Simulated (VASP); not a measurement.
# Bi: relaxed cell and band gap

Bi, R-3m (no. 166), 2 atoms in the cell. RMS-B86bl; PAW potentials Bi_d (PBE set).

## Input

INCAR.step1:
```
PREC = Accurate
ENCUT = 600
EDIFF = 1E-5
ISMEAR = 1
SIGMA = 0.1
LREAL = False
LASPH = True
GGA_COMPAT = False
ALGO = Normal
NELM = 150
ISIF = 2
LWAVE = True
LCHARG = False
GGA = PE
KPAR = 2
```

INCAR.step2:
```
PREC = Accurate
ENCUT = 600
EDIFF = 1E-7
ISMEAR = 1
SIGMA = 0.1
LREAL = False
LASPH = True
GGA_COMPAT = False
ALGO = Normal
NELM = 150
ISIF = 3
LWAVE = False
LCHARG = False
METAGGA = RMSB86BL
LMIXTAU = True
IBRION = 2
EDIFFG = -0.005
NSW = 60
ISTART = 1
KPAR = 2
```

INCAR.step3, as INCAR.step2 but for:
```
- NSW = 60
- ISTART = 1
+ NSW = 40
```

INCAR.step4, as INCAR.step3 but for:
```
- ISIF = 3
- IBRION = 2
- EDIFFG = -0.005
- NSW = 40
+ ISIF = 2
+ NBANDS = 22
```

KPOINTS:
```
k-points
0
Gamma
  7 7 7
```

KPOINTS_OPT:
```
path GLB1,BZGX,QFP1Z,LP
8
line-mode
reciprocal
 0.0000000000  0.0000000000  0.0000000000  G
 0.5000000000  0.0000000000  0.0000000000  L

 0.5000000000  0.0000000000  0.0000000000  L
 0.5000000000  0.2403434496 -0.2403434496  B1

 0.7596565504  0.5000000000  0.2403434496  B
 0.5000000000  0.5000000000  0.5000000000  Z

 0.5000000000  0.5000000000  0.5000000000  Z
 0.0000000000  0.0000000000  0.0000000000  G

 0.0000000000  0.0000000000  0.0000000000  G
 0.3701717248  0.0000000000 -0.3701717248  X

 0.6298282752  0.3701717248  0.0000000000  Q
 0.5000000000  0.5000000000  0.0000000000  F

 0.5000000000  0.5000000000  0.0000000000  F
 0.6298282752  0.6298282752  0.2403434496  P1

 0.6298282752  0.6298282752  0.2403434496  P1
 0.5000000000  0.5000000000  0.5000000000  Z

 0.5000000000  0.0000000000  0.0000000000  L
 0.7596565504  0.3701717248  0.3701717248  P
```

POSCAR.step1:
```
Bi
1.0
    2.2675000000      1.3091417354      3.9380000000
   -2.2675000000      1.3091417354      3.9380000000
    0.0000000000     -2.6182834708      3.9380000000
Bi
2
Direct
    0.7660000000      0.7660000000      0.7660000000
    0.2340000000      0.2340000000      0.2340000000
```

Commands (each step's output is kept before the next begins):
```
cat potpaw_PBE.64/Bi_d/POTCAR > POTCAR
cp INCAR.step1 INCAR
cp POSCAR.step1 POSCAR
mpirun -np 2 vasp_std > vasp.out
cp INCAR.step2 INCAR
mpirun -np 2 vasp_std > vasp.out
cp CONTCAR POSCAR
rm WAVECAR CHG
cp INCAR.step3 INCAR
mpirun -np 2 vasp_std > vasp.out
cp CONTCAR POSCAR
rm WAVECAR CHG
cp INCAR.step4 INCAR
mpirun -np 2 vasp_std > vasp.out
```

## Result

- Volume (Å³/atom): 34.95
- Change from the starting volume (fraction): -0.003
- Gap, path and mesh (eV): 0.00

Cell before and after relaxation:

|  | a (Å) | b (Å) | c (Å) | α (°) | β (°) | γ (°) |
|---|---|---|---|---|---|---|
| start | 4.729 | 4.729 | 4.729 | 57.30 | 57.30 | 57.30 |
| relaxed | 4.689 | 4.689 | 4.689 | 58.21 | 58.21 | 58.21 |

VASP 6.6.1 took 3396 s on 2 cores (AMD EPYC 7R43 (Zen 3)), a shared host.
